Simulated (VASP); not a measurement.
# TiH2: density of states with vdW-DF-cx

Crystal: TiH2.

```
Ti H
1.0
    -1.59650    1.59650    2.13350
     1.59650   -1.59650    2.13350
     1.59650    1.59650   -2.13350
Ti H
1 2
Direct
  0.00000 0.00000 0.00000
  0.25000 0.75000 0.50000
  0.75000 0.25000 0.50000
```

```
Program                : VASP 6.6.1
Task                   : density of states
Functional             : vdW-DF-cx
Potentials or basis    : VASP PAW PBE potentials, release 64 (Ti_sv, H)
Cutoff                 : 520 eV
k mesh                 : 12 × 12 × 12
Occupations            : fermi-dirac, width 0.05 eV
Spin                   : no spin polarisation
Further INCAR settings : ALGO = Normal; EDIFF = 1.00e-06
```

```
Pressure                                              : -4.2 GPa
Band gap on the k mesh                                : none (metal or under the smearing width)
Valence electrons inside the program's atomic spheres : Ti 10.30; H 0.60
```

Stress tensor (GPa, compression positive):
```
-4.07  0.00  0.00
 0.00 -4.07  0.00
 0.00  0.00 -4.33
```

Levels at points of the mesh, in eV from the Fermi level:
```tsv
k point	band 3	band 4	band 5	band 6	band 7	band 8	band 9	band 10	band 11
(0.00, 0.00, 0.00)	-33.26	-33.24	-10.45	-0.34	-0.34	-0.06	0.52	1.24	1.65
(0.50, 0.00, 0.00)	-33.32	-33.28	-7.25	-5.14	-0.37	0.07	2.16	2.34	4.75
(0.50, 0.50, 0.00)	-33.38	-33.36	-5.73	-5.45	-2.99	2.22	2.33	2.51	6.82
(0.50, 0.50, 0.50)	-33.41	-33.41	-6.23	-4.69	-2.91	2.32	2.39	2.39	7.14
```

States per cell in windows of 1 eV (zero at the Fermi level; states under -8 eV left out):
| from (eV) | total | Ti1_d | H2_s | H3_s | Ti1_p | Ti1_s | H2_p |
| --- | --- | --- | --- | --- | --- | --- | --- |
| -8.0 | 0.44 | 0.03 | 0.06 | 0.06 | 0.02 | 0.04 | 0.00 |
| -7.0 | 0.92 | 0.14 | 0.13 | 0.13 | 0.06 | 0.05 | 0.00 |
| -6.0 | 1.42 | 0.29 | 0.21 | 0.21 | 0.11 | 0.00 | 0.00 |
| -5.0 | 0.56 | 0.15 | 0.08 | 0.08 | 0.03 | 0.00 | 0.00 |
| -4.0 | 0.16 | 0.06 | 0.02 | 0.02 | 0.00 | 0.00 | 0.00 |
| -3.0 | 0.23 | 0.11 | 0.01 | 0.01 | 0.00 | 0.00 | 0.00 |
| -2.0 | 0.86 | 0.48 | 0.01 | 0.01 | 0.02 | 0.00 | 0.01 |
| -1.0 | 0.87 | 0.62 | 0.00 | 0.00 | 0.01 | 0.00 | 0.01 |
| 0.0 | 1.45 | 1.16 | 0.00 | 0.00 | 0.01 | 0.00 | 0.01 |
| 1.0 | 1.78 | 1.51 | 0.00 | 0.00 | 0.01 | 0.01 | 0.01 |
| 2.0 | 2.17 | 1.97 | 0.01 | 0.01 | 0.01 | 0.00 | 0.01 |
| 3.0 | 0.72 | 0.56 | 0.02 | 0.02 | 0.02 | 0.01 | 0.00 |
| 4.0 | 0.80 | 0.53 | 0.03 | 0.03 | 0.03 | 0.05 | 0.00 |
| 5.0 | 0.90 | 0.56 | 0.06 | 0.06 | 0.03 | 0.03 | 0.00 |
| 6.0 | 0.19 | 0.10 | 0.02 | 0.02 | 0.01 | 0.00 | 0.00 |
| 7.0 | 0.01 | 0.01 | 0.00 | 0.00 | 0.00 | 0.00 | 0.00 |

Wall time 44 s on 1 thread of Intel(R) Xeon(R) Platinum 8488C (Sapphire Rapids), with other jobs on the host, peak memory 0.29 GiB.

Caveat: the PAW data sets were made with another functional, which shifts forces and pressure a little.
